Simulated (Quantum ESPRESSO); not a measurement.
## GaP under changes of volume

One of the cells (20.240 Å³/atom); the others are scaled copies at fixed shape and fractional positions:

```
Ga P
1.0
     0.00000    2.72525    2.72525
     2.72525    0.00000    2.72525
     2.72525    2.72525    0.00000
Ga P
1 1
Direct
  0.00000 0.00000 0.00000
  0.75000 0.75000 0.75000
```

```yaml
Program: Quantum ESPRESSO 7.5
Functional: PBE
Potentials_or_basis: SSSP 1.3 efficiency PBE
Cutoff: 952 eV
Density_cutoff: 7619 eV
k_mesh: 8 × 8 × 8
Occupations: fermi-dirac, width 0.05 eV
Spin: no spin polarisation
```

```tsv
volume (Å³/atom)	energy over the lowest point (meV/atom)	pressure (GPa)	gap on the mesh (eV)
19.026	46.25	8.6	1.52
19.431	27.01	6.3	1.57
19.836	?	?	?
20.240	4.56	2.4	1.64
20.645	0.28	0.7	1.61
21.050	0.00	-0.8	1.51
21.455	3.32	-2.1	1.35
```

Question: What does the run at 19.836 Å³/atom give?

Answer: Energy over the lowest point 13.30 meV/atom; pressure 4.2 GPa; gap on the mesh 1.61 eV.

Worked out: A Birch-Murnaghan fit of order 3 (a polynomial in V^(-2/3)) to the other rows has its minimum at 20.88 Å³/atom with B0 = V·E''(V) = 77 GPa and B' = 4.5. It gives 13.29 meV/atom at 19.836 Å³/atom, against the run's 13.30, and -dE/dV = 4.4 GPa, against 4.2. A parabola through the other rows of the gap, of slope 1.03 eV per unit of ln V there, gives 1.65 eV, against the run's 1.61.

Energies are extrapolated to zero smearing.

A mesh can miss the band edges. Spin-orbit coupling on Ga is left out.
